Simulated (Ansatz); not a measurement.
# Sn (Immm) in Ansatz: notebook

Aim: see how the results for Sn move with the level of theory and the settings. Levels: PBE, PBE0. Tasks: phonons, single point, equation of state.

Everything below comes from runs of Ansatz 0.2.0. Logs are shortened: lines on timing, memory, paths and dates and some standing lists are left out, and cuts for length are marked.

## 1. The crystal as given

It takes space group Immm (No. 71, orthorhombic). Conventional cell: a = 3.453 Å, b = 3.551 Å, c = 4.677 Å, α = 90.00°, β = 90.00°, γ = 90.00°. Sn (site symmetry mmm) is surrounded by 12 Sn at 3.41 to 3.55 Å.

This isn't the form of Sn at room conditions, which is tetragonal (white tin).

## 2. Phonons, PBE

Contents of input.yaml:

```yaml
crystal:
  lattice:
    - [-1.726539, 1.775547, 2.338342]
    - [1.726539, -1.775547, 2.338342]
    - [1.726539, 1.775547, -2.338342]
  atoms:
    - { symbol: Sn, position: [0.0, 0.0, 0.0] }
hamiltonian:
  xc: pbe
  pseudopotentials: { kind: paw }
kpoints:
  mp_grid: { grid: [10, 10, 10] }
scf:
  occupations: { method: fermi_dirac, width: 0.05 }
phonons:
  method: dfpt
  qmesh: [2, 2, 2]
  temperatures: { t_max: 1000, t_step: 100 }
  qpath:
    path:
      - [[0.0, 0.0, 0.0], [-0.3862939988, 0.3862939988, 0.3862939988], [-0.2804352521, 0.2804352521, 0.4921527456], [0.0, 0.0, 0.5], [0.25, 0.25, 0.25], [0.0, 0.5, 0.0], [0.3862939988, 0.6137060012, -0.3862939988], [0.5, 0.5, -0.5], [0.0, 0.0, 0.0], [0.3941412533, -0.3941412533, 0.3941412533], [0.5, 0.0, 0.0], [0.25, 0.25, 0.25]]
      - [[0.2804352521, -0.2804352521, 0.5078472544], [0.3941412533, -0.3941412533, 0.3941412533]]
      - [[0.6058587467, 0.3941412533, -0.3941412533], [0.5, 0.5, -0.5]]
    npoints: 8
```

Potentials or basis: Ansatz PAW.

The run is started by

```bash
$ ansatz run input.yaml --threads 2 --pin off --max-ram 5632MiB --backend cpu --events-out ev --progress --plain --runs-dir out
```

The log of the run:

```text
Warning: RAYON_NUM_THREADS=2 ignored (pool sized by the plan → 2); use --threads N
Engine: ansatz 0.2.0, x86_64-unknown-linux-gnu
Pseudopotentials: kind: paw
Pseudopotential: Sn, paw, valence charge 14, recommended cutoff 420 eV (normal), Sn.paw.azcp
Functional definition: PBE
  parameter kappa = 0.804
  parameter beta = 0.06672455060314922
  exchange = pbe_x(kappa = kappa, mu = beta*pi^2/3)
  correlation = pbe_c(beta = beta)
Crystal: 1 atoms, lattice volume = 28.673 Å³
Basis set: ecut = 420 eV, 547 PW (Γ), exchange–correlation on 48×48×48 points (8 copies of the dense FFT grid, shifted against one another)
Bands: 11, of which v1, the nominal top of the filled ones, is band 7 counted from 1 (6 counted from 0)
Symmetry: 8 space group operations
k-points: 171 of 1000
Non-local potential: Sn, projectors of the file, l = 0: 2, l = 1: 2, l = 2: 2, l = 3: 2
PAW form: soft (Blöchl's): semilocal exchange-correlation on the pseudo side does not see the compensation charge
PAW one-centre angular grid: Sn, 590 points (default); XC on 64 Gauss nodes
Initial density: superposition of atomic densities (neutral atoms: chi_scale 0, normalization atom), corrected by the library's trained network
Initial wavefunctions: pseudopotential atomic-orbital guess
Functional: x = pbe(κ = 0.804, μ = 0.2195149727645171), c = pbe(β = 0.06672455060314922)
SCF iter   1: F=—  HF=-6024.153099 eV  |F-HF|=—  |Δ(HF+E_count)|=         —  Δρ=7.05e-4  dr2=1.27e-4  ethr=1.77e-3  ⟨swp⟩=5.8  Hψ=11390  notcnv=0
preconditioner: auto → none  [metal: Δε(μ)=0.068 eV  Ē_g=22.867 eV  σ=0.050 eV  W_gap=0.33  n_scr=8 (ndim 8)  ℏωp=25.9 eV  f_vac=0.000  D(μ)=0.53/eV (n_scr^D=0)  sad-step TF]
SCF iter   2: F=—  HF=-6024.152519 eV  |F-HF|=—  |Δ(HF+E_count)|=   5.80e-4  Δρ=4.60e-4  dr2=4.81e-5  ethr=9.07e-7  ⟨swp⟩=2.3  Hψ=4402  notcnv=0
SCF iter   3: F=—  HF=-6024.152540 eV  |F-HF|=—  |Δ(HF+E_count)|=   2.11e-5  Δρ=1.44e-4  dr2=6.41e-6  ethr=3.44e-7  ⟨swp⟩=2.5  Hψ=3037  notcnv=0
SCF iter   4: F=—  HF=-6024.152541 eV  |F-HF|=—  |Δ(HF+E_count)|=   9.16e-7  Δρ=3.36e-5  dr2=4.82e-7  ethr=4.58e-8  ⟨swp⟩=2.5  Hψ=2615  notcnv=0
SCF iter   5: F=—  HF=-6024.152541 eV  |F-HF|=—  |Δ(HF+E_count)|=   3.36e-7  Δρ=3.25e-6  dr2=1.66e-9  ethr=3.44e-9  ⟨swp⟩=2.1  Hψ=2969  notcnv=0
SCF iter   6: F=—  HF=-6024.152541 eV  |F-HF|=—  |Δ(HF+E_count)|=   2.37e-9  Δρ=4.91e-7  dr2=9.47e-11  ethr=1.19e-11  ⟨swp⟩=2.6  Hψ=3080  notcnv=0
SCF iter   7: F=-6024.152541 eV  HF=-6024.152541 eV  |F-HF|=1.09e-11  |Δ(HF+E_count)|=  2.27e-11  Δρ=1.16e-7  dr2=6.20e-12  ethr=1.00e-12  ⟨swp⟩=6.4  Hψ=7860  notcnv=0
SCF 1 converged in 7 iterations: F = -6024.152541 eV  dr2 = 6.20e-12
NSCF: frozen V_eff on 171 k-points
WARN: eigensolver did not converge in 2 slots of this pass, the one above among them; of largest residual over every band (k=159): 1 band(s) unlocked (lowest unlocked band 10, counted from 0; max residual 5.40e-4 eV among the unlocked bands, 5.40e-4 eV over every band); of lowest unlocked band (k=159): band 10
NSCF: frozen V_eff on 171 k-points
DFPT response loops at q = (0, 0, 0) (fractional): preconditioner auto → Kerker (q_TF=auto, 2.421 Å⁻¹) (partly filled bands, converged f_vac=0.000); β = 1.00, the filter's whole step (`scf.mixing.beta` (0.50) is not read by the response loops under this deck's `scf.mixing.preconditioner`; to damp them name `kerker` or `kerker_dos`, under which they read `scf.mixing.beta`, and type it under 1.00, their step now; both keys bind the ground state too); Broyden in place of MSR1
NSCF: frozen V_eff on 564 k-points
DFPT response loops at q = (0, 0, -0.5) (fractional): mixed as the last ones told, above
NSCF: frozen V_eff on 564 k-points
DFPT response loops at q = (0, -0.5, 0) (fractional): mixed as the last ones told, above
NSCF: frozen V_eff on 564 k-points
DFPT response loops at q = (0, -0.5, -0.5) (fractional): mixed as the last ones told, above
NSCF: frozen V_eff on 342 k-points
DFPT response loops at q = (-0.5, -0.5, -0.5) (fractional): mixed as the last ones told, above
SCF converged after 7 iterations
Free energy (F): -6024.152541 eV
Harris-Foulkes:  -6024.152541 eV  (|F-HF|=1.09e-11)
Internal energy: -6024.148149 eV  (E = F + TS)
E sigma→0 (E₀):  -6024.150345 eV
Entropy (-TS):   -0.004392 eV (-4.392 meV/atom)
Fermi energy:    10.165783 eV
--- Per-component energies (eV) ---
  E_band       = -90.922618
  E_kinetic    = 185.284775
  E_local      = -860.800461  (includes V_loc(G=0)·N_el)
  E_nonlocal   = -32.812007
  E_hartree    = 532.798587
  E_xc         = -382.698971
  E_vxc        = -96.003185  (∫ρ·V_xc dr)
  E_paw        = -4134.401338  (= ΣΔE_a)
  E_vpaw       = -352.188806  (= ΣTr[D̂ρ^β])
  E_aug_tail   = -0.000000  (compensation charges beyond the density's cutoff)
  E_ewald      = -1331.518734
  E_smearing   = -0.004392  (= −TS)
  E_closure    = 0.000000  (closes the sum)
  Σ components = -6024.152541   (vs F -6024.152541, Δ=0.00e0)
--- Band table (eV; the first three rows and the last of 171) ---
  k-point 0: bands = ["-11.4261", "-11.4115", "-11.3917", "-11.3626", "-11.3279", "-0.6211", "17.1733", "17.3172", "17.7221", "20.7496", "21.2417"]
  k-point 1: bands = ["-11.4269", "-11.4015", "-11.3811", "-11.3655", "-11.3265", "-0.3685", "16.2456", "16.2795", "16.6756", "19.2594", "21.6829"]
  k-point 2: bands = ["-11.4420", "-11.3798", "-11.3620", "-11.3529", "-11.3178", "0.3895", "14.2212", "14.6620", "14.9465", "17.8422", "18.7002"]
  k-point 170: bands = ["-11.4749", "-11.4319", "-11.2872", "-11.2588", "-11.2573", "5.6957", "7.0699", "11.3606", "11.9957", "14.7599", "15.5868"]
--- Phonons (Γ-DFPT): 3 representative perturbations + reference (Σ response iterations 8) ---
  ASR residual: 4.538e-5 → 0.000e0 eV/Å²; symmetrization residual: 1.534e-12 eV/Å²
  ASR residual per site (eV/Å²): 4.54e-5
  Γ frequencies (cm⁻¹): 0.00 0.00 0.00
--- Phonons (arbitrary-q DFPT): 5 irreducible q on the 2×2×2 mesh ---
  q = [0.0000, 0.0000, 0.0000] (star 1, of the zone-centre solve; hermiticity 1.07e-8, symmetrization 2.97e-8): -0.00 -0.00 0.00
  q = [0.0000, 0.0000, -0.5000] (star 2, 3 solved perturbations on 282 of 1000 k-point pairs; hermiticity 2.45e-6, symmetrization 3.81e-8): 13.88 19.53 73.75
  q = [0.0000, -0.5000, 0.0000] (star 2, 3 solved perturbations on 282 of 1000 k-point pairs; hermiticity 7.78e-7, symmetrization 1.97e-9): 32.80 38.13 92.85
  q = [0.0000, -0.5000, -0.5000] (star 2, 3 solved perturbations on 282 of 1000 k-point pairs; hermiticity 2.74e-6, symmetrization 5.76e-13): 28.32 36.02 83.34
  q = [-0.5000, -0.5000, -0.5000] (star 1, 3 solved perturbations on 171 of 1000 k-point pairs; hermiticity 2.88e-7, symmetrization 1.47e-7): -21.37 13.72 80.49
  sum rule: each row above includes the acoustic sum rule's correction from the zone centre's row sums; it moved no ω² by more than (0.32 cm⁻¹)²
  mesh force constants: q→R imaginary residual 0.00e0; ASR residual 4.538e-5 → 0.000e0 eV/Å²; symmetrization residual 8.882e-16 eV/Å²
  interpolated dispersion: 107 rows × 3 modes
  density of states and harmonic sums: on the 22×22×26 q-mesh, interpolated from the force constants of a 2×2×2 supercell (no non-analytic term)
  largest difference from the sums on the solved wave vectors: F 7.73e-2 eV, S 1.08e-4 and C_V 3.05e-5 eV/K
  zero-point energy: 0.008140 eV/cell   skipped modes (ω ≤ 0): 922, of them read as no rigid motion or as one in doubt: 919 (1.460e-1 modes/cell left out, lowest -29.00 cm⁻¹)   left out of the sums: 4.87e-2 of the cell's modes: C_V's classical limit lies that fraction below 3 k_B per atom; for a crystal, a wire or a layer, F and S can be off by more, and a phonons.interpolated_qmesh denser along its periods is the remedy for the sampling
```

It took 76 s on 2 threads of AMD EPYC (Zen 3), shared host; peak memory 0.59 GiB.

What came out:

- Free energy: -6024.1525 eV
- Band gap on the k mesh: none (metal or under the smearing width)
- Highest phonon frequency: 93 cm⁻¹
- Most unstable mode: 21i cm⁻¹

Phonon frequencies in cm⁻¹ (negative: imaginary):
| q point | frequencies |
| --- | --- |
| (0.000, 0.000, 0.000) | 0 0 0 |
| (0.000, 0.000, -0.500) | 14 20 74 |
| (0.000, -0.500, 0.000) | 33 38 93 |
| (0.000, -0.500, -0.500) | 28 36 83 |
| (-0.500, -0.500, -0.500) | -21 14 80 |

Caveat: some modes are imaginary; the q mesh is small, so phonon branches between its points and thermal values are rough; some levels weren't fully converged.

[end of part 1 of 2]
